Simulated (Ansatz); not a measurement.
Runs of Ansatz 0.2.0 on SiO2. The structure is tetragonal, space group P4_32_12 (No. 96). Conventional cell: a = 4.976 Å, b = 4.976 Å, c = 6.901 Å, α = 90.00°, β = 90.00°, γ = 90.00°. Si (site symmetry 2) has 4 O at 1.61 Å as nearest neighbours. O (site symmetry 1) has 2 Si at 1.61 Å as nearest neighbours. The cell comes from a database or a generator and needn't be the stable form of this composition.

| task | level | cell | k mesh | cutoff (eV) | smearing | level | run kind | points for each segment of the path | gap on the mesh (eV) | pressure (GPa) | relaxed volume (Å³/atom) | largest force (eV/Å) |
| --- | --- | --- | --- | --- | --- | --- | --- | --- | --- | --- | --- | --- |
| band structure | LDA | as given | 6 × 6 × 4 | 420 | fixed | lda | scf | - | (d) | -1.6 | - | (a) |
| band structure | PBEsol | as given | 6 × 6 × 4 | 420 | fermi-dirac 0.05 eV | - | - | 10 | 5.67 | 2.4 | - | 0.16 |
| relaxation of cell and atoms | LDA | relaxed | 6 × 6 × 4 | 420 | fermi-dirac 0.05 eV | - | - | - | (b) | 0.0 | 14.03 | - |
| band structure | PBE0 | as given | 4 × 4 × 4 | 420 | fixed | pbe0 | scf | - | 8.29 | - | - | (c) |
| relaxation of cell and atoms | r2SCAN | relaxed | 6 × 6 × 4 | 500 | fermi-dirac 0.05 eV | - | - | - | 6.35 | 0.0 | 14.31 | - |
| relaxation of cell and atoms | PBEsol | relaxed | 6 × 6 × 4 | 420 | fermi-dirac 0.05 eV | - | - | - | 5.57 | 0.0 | 14.79 | - |
| band structure | HSE06 | as given | 4 × 4 × 4 | 420 | fixed | hse06 | scf | - | 7.52 | - | - | 0.06 |
| band structure | r2SCAN | as given | 6 × 6 × 4 | 500 | fixed | r2scan | scf | - | 6.35 | 0.1 | - | 0.03 |

Alike in all rows: potentials or basis Ansatz PAW; no spin polarisation.

Estimate the missing entries.

(a) 0.09; (b) 5.55; (c) 0.07; (d) 5.49.

Caveats: the PAW data sets come from PBE, with cores solved anew for the run's functional, which leaves a small shift of forces and pressure; the plane-wave basis is chosen anew once the cell has moved, so the energies of steps on either side of that aren't comparable (some runs).

A k mesh can miss the band edges.

Not every run made on this cell is shown here.
